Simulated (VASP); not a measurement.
LiH: relaxation of cell and atoms with PBEsol

The system is LiH.

```
Li H
1.0
     0.00000    2.03675    2.03675
     2.03675    0.00000    2.03675
     2.03675    2.03675    0.00000
Li H
1 1
Direct
  0.00000 0.00000 0.00000
  0.50000 0.50000 0.50000
```

* Program: VASP 6.6.1
* Task: relaxation of cell and atoms
* Functional: PBEsol
* Potentials or basis: VASP PAW PBE potentials, release 64 (Li_sv, H)
* Cutoff: 600 eV
* k mesh: 12 × 12 × 12
* Occupations: gaussian, width 0.03 eV
* Spin: no spin polarisation
* Further INCAR settings: ALGO = Normal; EDIFF = 1e-06; IBRION = 2; EDIFFG = -0.01; NSW = 90; ISIF = 3

```yaml
Relaxed_volume: 7.83 Å³/atom
Relaxed_cell: a = 2.809 Å, b = 2.809 Å, c = 2.809 Å, α = 60.00°, β = 60.00°, γ = 60.00°
Space_group_after_relaxing_to_0.05_Å: Fm-3m (No. 225)
Energy_gained_by_relaxing: 4.9 meV/atom
Ionic_steps: 3
Pressure_after_relaxing: 0.0 GPa
Band_gap_on_the_k_mesh: 2.72 eV, direct
```

The path:
```
step  energy change (eV)  largest force (eV/Å)  pressure (GPa)  volume (Å³)
   1              0.0000                0.0000           -2.45        16.90
   2             -0.0042                0.0000           -1.88        16.58
   3             -0.0097                0.0000            0.05        15.67
```

Final structure:
```xyz
2
Lattice="0.0000 1.9860 1.9860 1.9860 0.0000 1.9860 1.9860 1.9860 0.0000" Properties=species:S:1:pos:R:3 pbc="T T T"
Li    0.0000    0.0000    0.0000
H     1.9860    1.9860    1.9860
```

Levels at points of the mesh, in eV from the valence-band top:
```
           k point  band 1  band 2  band 3  band 4  band 5
(0.00, 0.00, 0.00)  -43.68   -5.65   16.45   18.00   18.00
(0.50, 0.00, 0.00)  -43.62   -2.79    4.76   13.80   16.54
(0.50, 0.50, 0.00)  -43.60    0.00    2.72   10.75   10.75
```

It took 6.4 s on 8 MPI ranks on Intel(R) Xeon(R) Platinum 8488C (Sapphire Rapids) (shared host), peak memory 0.13 GiB a rank.

Caveat: the cutoff is under 1.25 times the usual one of these potentials, so pressure, stress and relaxed cells hold a basis-set (Pulay) error; the PAW data sets were made with another functional, which shifts forces and pressure a little. Expect the measured gap to be larger: semilocal functionals such as PBEsol lack the derivative discontinuity.
